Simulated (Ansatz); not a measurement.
# Nb2NOS MXene bilayer (AA) in a perpendicular field, part 2 of 3

What dipole does a perpendicular field induce in the Nb2NOS MXene bilayer (AA)? A positive field points along +c.

Ansatz 0.2.0; plane-wave DFT, r2SCAN-D4, Ansatz PAW.

So far. Step 2 (Relaxing the slab): The lattice constant a goes from 3.079 to 3.199 Å.

### Step 3. Single point, field 0

A sawtooth potential applies the field, turning back in the middle of the vacuum. With the dipole correction the typed value is the field outside the slab. The induced dipole is small, so the SCF threshold is tight.

The cell differs from the one that the last finished run ended in (c 58.567 → 30.829 Å).

input.yaml reads:

```yaml
crystal:
  lattice:
    - [3.1991190948, 0.0, 0.0]
    - [-1.5995595474, 2.7705184058, 0.0]
    - [0.0, 0.0, 30.8287817159]
  atoms:
    - { symbol: S, position: [0.3333333333, 0.6666666667, 0.2919349873] }
    - { symbol: Nb, position: [0.6666666667, 0.3333333333, 0.3445362726] }
    - { symbol: "N", position: [0.0, 0.0, 0.3848016745] }
    - { symbol: Nb, position: [0.3333333333, 0.6666666667, 0.4210107452] }
    - { symbol: O, position: [0.6666666667, 0.3333333333, 0.4537595118] }
    - { symbol: S, position: [0.3333333333, 0.6666666667, 0.5460984203] }
    - { symbol: Nb, position: [0.6666666667, 0.3333333333, 0.598641517] }
    - { symbol: "N", position: [0.0, 0.0, 0.6388820916] }
    - { symbol: Nb, position: [0.3333333333, 0.6666666667, 0.6750296888] }
    - { symbol: O, position: [0.6666666667, 0.3333333333, 0.7080650127] }
kpoints:
  mp_grid: { grid: [18, 18, 1] }
  band_path:
    path: [[0, 0, 0], [0.5, 0, 0], [0.33333333, 0.33333333, 0], [0, 0, 0]]
    npoints: 16
hamiltonian:
  xc: r2scan
  dispersion: d4
scf:
  occupations: { method: fermi_dirac, width: 0.05 }
  convergence: { dr2_threshold: 1.0e-10 }
efield:
  axis: 3
  dipole_correction: true
  ramp_position: 0.97
  ramp_width: 0.06
  amplitude: 0
output:
  dos: { projected: true, e_range: [-6, 5] }
  bader: true
  write_potential: true
  write_density: true
  volumetric_format: npy
  elf: true
```

On the command line:

```sh
> ansatz run input.yaml --threads 4 --pin off --max-ram 12288MiB --backend cpu --events-out ev --progress --plain --runs-dir out
```

Numbers of over 12 decimals in the logs are rounded to 6 here.

The log of the run:

```text
[...]
Crystal: 10 atoms, lattice volume = 273.242 Å³
Basis set: ecut = 500 eV, 6899 PW (Γ), exchange–correlation on 96×96×900 points (64 copies of the dense FFT grid, shifted against one another)
Bands: 53, of which v1, the nominal top of the filled ones, is band 43 counted from 1 (42 counted from 0)
Symmetry: 6 space group operations
[...]
k-points: 37 of 324 (time reversal used)
[...]
SCF iter   1: F=—  HF=-21984.612497 eV  |F-HF|=—  |Δ(HF+E_count)|=         —  Δρ=1.43e-2  dr2=1.04e1  dr2_τ=5.36e-1  ethr=1.77e-3  p=0.059 e·Å  D=3.92e-2 V/Å  ΔV_dip=-1.21 eV  dr2_dipole=5.34e0  V_vac-E_F(+/−)=4.64/5.85 eV  ⟨swp⟩=8.9  Hψ=10370  notcnv=0  defer=10
efield: sawtooth ramp at fractional position 0.9700 (set: `efield.ramp_position`, or a place that a band, a saddle search or an elastic batch's reference lends), width 0.0600; the density the first Hamiltonian is built on has a dipole p = 0.059 e·Å; the dipole correction subtracts the counter field D = 3.92e-2 V/Å, which shifts the + side's vacuum level by -1.21 eV against the − side's; the planar-averaged density in the ramp window peaks in size at 1.9e-5 e/Å³
[...]
SCF iter   2: F=—  HF=-21984.521025 eV  |F-HF|=—  |Δ(HF+E_count)|=   9.15e-2  Δρ=9.07e-3  dr2=4.37e-1  dr2_τ=7.80e-2  ethr=1.77e-3  p=0.008 e·Å  D=5.61e-3 V/Å  ΔV_dip=-0.17 eV  dr2_dipole=6.37e-2  V_vac-E_F(+/−)=5.53/5.70 eV  ⟨swp⟩=3.1  Hψ=3559  notcnv=0  defer=40
[...]
SCF iter  12: F=-21984.484620 eV  HF=-21984.484620 eV  |F-HF|=3.57e-10  |Δ(HF+E_count)|=   1.29e-9  Δρ=5.57e-8  dr2=2.10e-11  dr2_τ=1.18e-12  ethr=1.00e-12  p=0.006 e·Å  D=4.11e-3 V/Å  ΔV_dip=-0.13 eV  dr2_dipole=1.75e-13  V_vac-E_F(+/−)=5.43/5.56 eV  ⟨swp⟩=11.0  Hψ=5802  notcnv=0
SCF 1 converged in 12 iterations: F = -21984.484620 eV  dr2 = 2.10e-11
[...]
NSCF: frozen V_eff on 49 k-points
efield: sawtooth ramp at fractional position 0.9700 (kept from the solve that this one continues, or follows in the run), width 0.0600; the density the first Hamiltonian is built on has a dipole p = 0.006 e·Å; the dipole correction subtracts the counter field D = 4.11e-3 V/Å, which shifts the + side's vacuum level by -0.13 eV against the − side's; the planar-averaged density in the ramp window peaks in size at 1.1e-6 e/Å³
[...]
SCF converged after 12 iterations
Free energy (F): -21984.484620 eV
[...]
Internal energy: -21984.463103 eV  (E = F + TS)
E sigma→0 (E₀):  -21984.473862 eV
Entropy (-TS):   -0.021517 eV (-2.152 meV/atom)
Fermi energy:    4.125978 eV
Dipole field:    D = 0.004110 V/Å  (p = 0.006206 e·Å, saw-weighted, corrected)
Work function:   Φ+ = 5.4315 eV   Φ− = 5.5582 eV
Levels:          The Fermi level and band energies are counted from a zero that moves with the ramp; work functions are not
[...]
--- Band table (eV; the first three rows and the last of 37) ---
  k-point 0: bands = [... 39 lower, 2.5698, 2.9042, 2.9042, 2.9215, 2.9215, 3.6158, 3.6696, 5.2317, ... 6 higher]
  k-point 1: bands = [... 39 lower, 2.3451, 3.0451, 3.0716, 3.1766, 3.2014, 3.6904, 3.7517, 5.1591, ... 6 higher]
  k-point 2: bands = [... 39 lower, 2.0990, 2.9240, 2.9891, 3.5555, 3.5842, 3.9518, 4.0190, 5.1444, ... 6 higher]
  k-point 36: bands = [... 39 lower, 0.3954, 3.6263, 3.8030, 4.3295, 4.3542, 4.7599, 4.7994, 5.9208, ... 6 higher]
--- Bader charges: 10 sites ---
  site symbol  charge [e]  shift [e]
     0      S     -0.8742     0.0009
     1     Nb      1.7340     0.0014
     2      N     -1.8257     0.0007
     3     Nb      2.2057     0.0001
     4      O     -1.2385     0.0003
     5      S     -0.8742     0.0009
     6     Nb      1.7317     0.0014
     7      N     -1.8258     0.0007
     8     Nb      2.2027     0.0001
     9      O     -1.2357     0.0002
  estimated error of the sums over rays = 8.7e-4 e
```

Run time: 81 s. Hardware: 4 threads of Intel Xeon Platinum 8259CL at 2.50GHz (Skylake/Cascade Lake), shared host; peak memory 1.6 GiB.

This step gave:

| Property | Result |
| --- | --- |
| energy at zero smearing | -21984.4739 eV |
| work function, upper face | 5.432 eV |
| work function, lower face | 5.558 eV |
| dipole along the normal | 0.006206 e·Å |
| step between the vacuum levels | -0.1267 eV |

Running mean over a fixed 2.6 Å (it still follows the layers) of the planar mean; the ramp of the sawtooth is left out. Electron's electrostatic potential energy less the Fermi level against z:

```
z (Å)  electron's electrostatic potential energy less the Fermi level (eV)
  3.5                                                                 5.56
  4.0                                                                 5.56
  4.5                                                                 5.56
  5.0                                                                 5.56
  5.5                                                                 5.55
  6.0                                                                 5.53
  6.5                                                                 5.43
  7.0                                                                 4.90
  7.5                                                                 3.04
  8.0                                                                0.498
  8.5                                                                -1.85
  9.0                                                                -5.03
  9.5                                                                -9.43
 10.0                                                                -11.8
 10.5                                                                -12.3
 11.0                                                                -13.1
 11.5                                                                -14.4
 12.0                                                                -14.7
 12.5                                                                -14.2
 13.0                                                                -13.7
 13.5                                                                -11.3
 14.0                                                                -7.60
 14.5                                                                -2.86
 15.0                                                                0.334
 15.5                                                                0.854
 16.0                                                               -0.550
 16.5                                                                -2.75
 17.0                                                                -6.50
 17.5                                                                -10.6
 18.0                                                                -12.0
 18.5                                                                -12.5
 19.0                                                                -13.6
 19.5                                                                -14.7
 20.0                                                                -14.5
 20.5                                                                -14.1
 21.0                                                                -13.1
 21.5                                                                -10.2
 22.0                                                                -5.97
 22.5                                                                -1.16
 23.0                                                                 2.44
 23.5                                                                 4.65
 24.0                                                                 5.32
 24.5                                                                 5.41
 25.0                                                                 5.43
 25.5                                                                 5.43
 26.0                                                                 5.43
 26.5                                                                 5.43
 27.0                                                                 5.43
 27.5                                                                 5.43
```

The density of states has structure finer than the step of the table below, so its rows give means over 0.25 eV, whole bins alone (the curve runs from -6 to 1.99 eV). Peaks (eV: height): -5.860: 9.78, -5.370: 18.6, -5.170: 12.3, -4.980: 25.0, -4.620: 13.3, 1.200: 16.1, 1.800: 11.7.

Density of states against energy, zero at the Fermi level; means over each step:

energy (eV), density of states (states/eV a cell) and a bar from the least value:
```
    -5.75        4.7 ######
    -5.50        4.4 #####
    -5.25        9.4 ##################
    -5.00       14.3 ##############################
    -4.75        7.9 ##############
    -4.50        7.0 ############
    -4.25        3.5 ###
    -4.00        4.6 ######
    -3.75        3.3 ###
    -3.50        4.9 #######
    -3.25        5.5 ########
    -3.00        3.7 ####
    -2.75        3.9 ####
    -2.50        4.6 ######
    -2.25        3.8 ####
    -2.00        3.0 ##
    -1.75        2.7 #
    -1.50        2.8 #
    -1.25        3.7 ####
    -1.00        3.1 ##
    -0.75        2.2 
    -0.50        3.4 ###
    -0.25        2.7 #
     0.00        2.9 ##
     0.25        3.2 ##
     0.50        2.8 #
     0.75        3.6 ###
     1.00        7.1 ############
     1.25       12.0 ########################
     1.50        6.8 ###########
     1.75        6.4 ##########
```

Projected DOS per atom over height of the atomic layer and energy from the Fermi level. Layers: S Nb N Nb O S Nb N Nb O from below.

Ten even steps from '_' (0.04 states/eV) to '@' (3.24 states/eV), each cell a mean:
```
__--__--____--__--__
__::..**____::..**__
__--__%%____==__%%__
__..__::____..__::__
__..__::____..__..__
__..__..____..__..__
__..__..____..__..__
______..________..__
__..__..____..__..__
__..__..____..__..__
....______....______
::..______::..______
==..______--..______
--..______--..______
==..____..==..______
::..______::..______
::..____..::..______
..______::......__==
::....__++......__**
::::....@@::....::@@
--..____::--..____..
__......::........--
```
Columns: height of the atomic layer (Å) from 9 to 21.8 (not evenly spaced); rows upwards: energy from the Fermi level (eV) from -5.96 to 1.96.

The electronic bands at the labelled points (eV, zero at the Fermi level):

```
  point  band 39  band 40  band 41  band 42  band 43  band 44  band 45  band 46
      Γ    -1.56    -1.56    -1.22    -1.22    -1.20    -1.20    -0.51    -0.46
halfway    -2.30    -2.27    -1.87    -1.72     0.18     0.21     0.52     0.61
      M    -2.37    -2.33    -2.32    -2.20     0.89     0.97     1.30     1.31
halfway    -3.18    -3.11    -1.32    -1.22     0.71     0.74     0.99     1.04
      K    -3.76    -3.73    -0.50    -0.32     0.20     0.23     0.63     0.67
halfway    -2.66    -2.61    -1.01    -0.90    -0.73    -0.65     1.21     1.23
      Γ    -1.56    -1.56    -1.22    -1.22    -1.20    -1.20    -0.51    -0.46
```

ELF in the ca plane at fractional y = 0.333, with atoms of Nb and O within 0.2 Å of it. It is the smooth field of the valence electrons, not physical close to the nuclei.

Values, 5 rows by 16 columns, each cell a mean:
```
0.57 0.66 0.08 0.36 0.36 0.60 0.26 0.18 0.67 0.62 0.10 0.00 0.00 0.00 0.00 0.00
0.64 0.74 0.10 0.09 0.42 0.53 0.32 0.28 0.63 0.75 0.17 0.00 0.00 0.00 0.00 0.00
0.57 0.65 0.09 0.36 0.37 0.60 0.25 0.19 0.66 0.62 0.10 0.00 0.00 0.00 0.00 0.00
0.21 0.15 0.26 0.74 0.54 0.21 0.43 0.24 0.20 0.14 0.01 0.00 0.00 0.00 0.00 0.00
0.19 0.13 0.27 0.75 0.55 0.20 0.44 0.23 0.18 0.13 0.01 0.00 0.00 0.00 0.00 0.00
```
Columns run along c (16.0 Å, from fractional 0.43 to 0.95 of the cell), rows up along a (3.2 Å). Atoms in or near the plane, at fractional coordinates: O at (0.45, 0.67), Nb at (0.60, 0.67), O at (0.71, 0.67).

Electrostatic potential energy in the ca plane at fractional y = 0.333, with atoms of Nb and O within 0.2 Å of it. With pseudopotentials it is smooth inside the atoms' cores, unlike the true potential.

Ten even steps from '0' (-53 eV) to '9' (10 eV), each cell a mean:
```
47888888789999999875336888888889999999999999
04788884248999999850002688886337999999999999
03789972027999999840001689984015999999999999
04788885358999999861003788886337999999999999
57888788899999999885446888878889999999999999
88887667899999988888888887667899999999999999
88886557899999987888888887656899999999999999
88887678899999988888778887767899999999999999
```
Columns run along c (16.0 Å, from fractional 0.36 to 0.88 of the cell; values clipped at the 3rd and 97th percentile), rows up along a (3.2 Å). Atoms in or near the plane, at fractional coordinates: O at (0.45, 0.67), Nb at (0.60, 0.67), O at (0.71, 0.67).

Valence density in the ca plane at fractional y = 0.333, with atoms of Nb and O within 0.2 Å of it. It is the smooth field of the valence electrons, not physical close to the nuclei.

Ten steps, logarithmic in the rise over the least value, from '0' (0.0 e/Å³) to '9' (6.8 e/Å³), each cell a mean:
```
45553101223346765433334554200000000000000000
57985210112358997432246886310000000000000000
58996310112368998532247997410000000000000000
57875200122358987432246886310000000000000000
44543101233345665333334553100000000000000000
43321011344443333444454321000000000000000000
53210012344443333444554211000000000000000000
43321001344443333444444321000000000000000000
```
Columns run along c (16.0 Å, from fractional 0.43 to 0.95 of the cell), rows up along a (3.2 Å). Atoms in or near the plane, at fractional coordinates: O at (0.45, 0.67), Nb at (0.60, 0.67), O at (0.71, 0.67).

The work function of the upper face is 5.43 eV.

### Step 4. Single point, field 0.05 V/Å

Changes to input.yaml since step 3:

```diff
@@ -32,6 +32,4 @@
   ramp_width: 0.06
-  amplitude: 0
+  amplitude: 0.05
 output:
-  dos: { projected: true, e_range: [-6, 5] }
-  bader: true
   write_potential: true
@@ -39,2 +37 @@
   volumetric_format: npy
-  elf: true
```

The log of the run:

```text
[...]
Crystal: 10 atoms, lattice volume = 273.242 Å³
Basis set: ecut = 500 eV, 6899 PW (Γ), exchange–correlation on 96×96×900 points (64 copies of the dense FFT grid, shifted against one another)
Bands: 53, of which v1, the nominal top of the filled ones, is band 43 counted from 1 (42 counted from 0)
Symmetry: 6 space group operations
[...]
k-point 0: bands = [... 39 lower, 2.5614, 2.8988, 2.8988, 2.9137, 2.9137, 3.6073, 3.6634, 5.2254, ... 6 higher]
  k-point 1: bands = [... 39 lower, 2.3367, 3.0393, 3.0641, 3.1713, 3.1937, 3.6828, 3.7452, 5.1517, ... 6 higher]
  k-point 2: bands = [... 39 lower, 2.0901, 2.9175, 2.9820, 3.5502, 3.5768, 3.9453, 4.0123, 5.1365, ... 6 higher]
  k-point 36: bands = [... 39 lower, 0.3861, 3.6203, 3.7965, 4.3235, 4.3475, 4.7550, 4.7927, 5.9145, ... 6 higher]
[key lines of the parts left out:]
SCF converged after 11 iterations
Free energy (F): -21984.485802 eV
Fermi energy:    4.119666 eV
Dipole field:    D = 0.027188 V/Å  (p = 0.041055 e·Å, saw-weighted, corrected)
```

Elapsed: 49 s, on 4 threads; peak memory 1.6 GiB; 3.2 min of CPU time.

The dipole is 0.0411 e·Å, 0.0348 e·Å from its value without field.

### Step 5. Atoms held, field -0.05 V/Å

Changes to input.yaml since step 4:

```diff
@@ -32,3 +32,3 @@
   ramp_width: 0.06
-  amplitude: 0.05
+  amplitude: -0.05
 output:
```

The log of the run:

```text
[...]
Crystal: 10 atoms, lattice volume = 273.242 Å³
Basis set: ecut = 500 eV, 6899 PW (Γ), exchange–correlation on 96×96×900 points (64 copies of the dense FFT grid, shifted against one another)
Bands: 53, of which v1, the nominal top of the filled ones, is band 43 counted from 1 (42 counted from 0)
Symmetry: 6 space group operations
[...]
k-point 0: bands = [... 39 lower, 2.5782, 2.9094, 2.9094, 2.9293, 2.9293, 3.6240, 3.6759, 5.2374, ... 6 higher]
  k-point 1: bands = [... 39 lower, 2.3536, 3.0507, 3.0791, 3.1817, 3.2090, 3.6977, 3.7582, 5.1660, ... 6 higher]
  k-point 2: bands = [... 39 lower, 2.1079, 2.9304, 2.9963, 3.5605, 3.5917, 3.9581, 4.0257, 5.1518, ... 6 higher]
  k-point 36: bands = [... 39 lower, 0.4054, 3.6322, 3.8095, 4.3352, 4.3609, 4.7646, 4.8062, 5.9270, ... 6 higher]
[key lines of the parts left out:]
SCF converged after 12 iterations
Free energy (F): -21984.485181 eV
Fermi energy:    4.132196 eV
Dipole field:    D = -0.018970 V/Å  (p = -0.028645 e·Å, saw-weighted, corrected)
```

It took 50 s on 4 threads; peak memory 1.6 GiB; 3.2 min of CPU time.

The dipole is -0.0286 e·Å, -0.0349 e·Å from its value without field.

### Step 6. Atoms held, field 0.1 V/Å

Changes to input.yaml since step 5:

```diff
@@ -30,5 +30,5 @@
   dipole_correction: true
-  ramp_position: 0.97
-  ramp_width: 0.06
-  amplitude: -0.05
+  ramp_position: 0.9468
+  ramp_width: 0.0937
+  amplitude: 0.1
 output:
```

The log of the run:

```text
[...]
Crystal: 10 atoms, lattice volume = 273.242 Å³
Basis set: ecut = 500 eV, 6899 PW (Γ), exchange–correlation on 96×96×900 points (64 copies of the dense FFT grid, shifted against one another)
Bands: 53, of which v1, the nominal top of the filled ones, is band 43 counted from 1 (42 counted from 0)
Symmetry: 6 space group operations
[...]
k-point 0: bands = [... 39 lower, 2.5628, 2.9028, 2.9028, 2.9158, 2.9158, 3.6083, 3.6670, 5.2283, ... 6 higher]
  k-point 1: bands = [... 39 lower, 2.3380, 3.0428, 3.0666, 3.1754, 3.1959, 3.6847, 3.7485, 5.1536, ... 6 higher]
  k-point 2: bands = [... 39 lower, 2.0910, 2.9204, 2.9847, 3.5544, 3.5792, 3.9484, 4.0154, 5.1380, ... 6 higher]
  k-point 36: bands = [... 39 lower, 0.3874, 3.6239, 3.7996, 4.3268, 4.3509, 4.7596, 4.7957, 5.9177, ... 6 higher]
[key lines of the parts left out:]
SCF converged after 11 iterations
Free energy (F): -21984.488726 eV
Fermi energy:    4.122994 eV
Dipole field:    D = 0.050272 V/Å  (p = 0.075912 e·Å, saw-weighted, corrected)
```

The job ended after 50 s (4 threads; peak memory 1.5 GiB).

The dipole is 0.0759 e·Å, 0.0697 e·Å from its value without field.

### Step 7. Atoms held, field 0.2 V/Å

Changes to input.yaml since step 6:

```diff
@@ -32,3 +32,3 @@
   ramp_width: 0.0937
-  amplitude: 0.1
+  amplitude: 0.2
 output:
```

The log of the run:

```text
[...]
Crystal: 10 atoms, lattice volume = 273.242 Å³
Basis set: ecut = 500 eV, 6899 PW (Γ), exchange–correlation on 96×96×900 points (64 copies of the dense FFT grid, shifted against one another)
Bands: 53, of which v1, the nominal top of the filled ones, is band 43 counted from 1 (42 counted from 0)
Symmetry: 6 space group operations
[...]
k-point 0: bands = [... 39 lower, 2.5571, 2.9006, 2.9006, 2.9116, 2.9116, 3.6006, 3.6654, 5.2239, ... 6 higher]
  k-point 1: bands = [... 39 lower, 2.3321, 3.0397, 3.0631, 3.1736, 3.1918, 3.6788, 3.7463, 5.1476, ... 6 higher]
  k-point 2: bands = [... 39 lower, 2.0842, 2.9166, 2.9813, 3.5528, 3.5755, 3.9448, 4.0127, 5.1312, ... 6 higher]
  k-point 36: bands = [... 39 lower, 0.3826, 3.6216, 3.7969, 4.3233, 4.3492, 4.7590, 4.7931, 5.9147, ... 6 higher]
[key lines of the parts left out:]
SCF converged after 12 iterations
Free energy (F): -21984.499803 eV
Fermi energy:    4.120437 eV
Dipole field:    D = 0.096446 V/Å  (p = 0.145636 e·Å, saw-weighted, corrected)
```

Run time: 50 s. Hardware: 4 threads; peak memory 1.6 GiB; 3.2 min of CPU time.

The dipole is 0.146 e·Å, 0.139 e·Å from its value without field.

[end of part 2 of 3]

[Logs are printed without paths, hosts, clocks, repeated set-up lines and the standing remarks that a program may print on its own settings, such as how far it seeks lower states.]

[Hosts, paths, dates, database ids (printed as entryN), source tags and the programs' standing remarks are cut or masked in the printed files.]

[Maps of the electrostatic potential energy from Ansatz leave out the sawtooth potential of an applied field or a dipole correction, so their vacuum need not be flat; planar profiles and work functions include it.]

[The density of states shown here was stored with 400 of the rows of the run's finer table, so its peaks can read low, often by over a quarter, or be missed, and its means over a window can be off by a tenth or more.]
